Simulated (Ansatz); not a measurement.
Space group Fm-3m (No. 225). a = 4.002 Å, b = 4.002 Å, c = 4.002 Å, α = 90.00°, β = 90.00°, γ = 90.00°
```
atom site symmetry x y z
  Mo    4a m-3m  0.0000  0.0000  0.0000
```

Equation of state of this Mo structure (not necessarily the ground state), with shape and atoms relaxed at each volume where symmetry leaves them free. It has no gap at any of these volumes. These are results of DFT PBE, scalar-relativistic, plane waves, PAW in Ansatz, not measurements.

Settings: cutoff 420 eV, Γ-centred mesh 18×18×18 on the computed 1-atom cell, Gaussian smearing of 0.10 eV; no spin polarisation.

```csv
V (Å³/atom),E − E(largest V) (meV/atom),P (GPa)
14.102,110.13,39.35
14.582,11.08,27.21
15.063,-54.40,16.79
15.544,-90.94,7.79
16.025,-102.33,0.01
16.505,-91.96,-6.67
16.986,-62.96,-12.39
17.627,0.00,-18.73
```

Fit a third-order Birch–Murnaghan equation to E(V).

V0 = 16.03 Å³/atom, B0 = 239 GPa, B0' = 3.9.

This fcc form isn't the element's structure at ambient conditions.

Cost: 8 runs of about 0.3 core-minutes in all, on Intel Xeon Platinum 8488C (Sapphire Rapids) (shared hosts).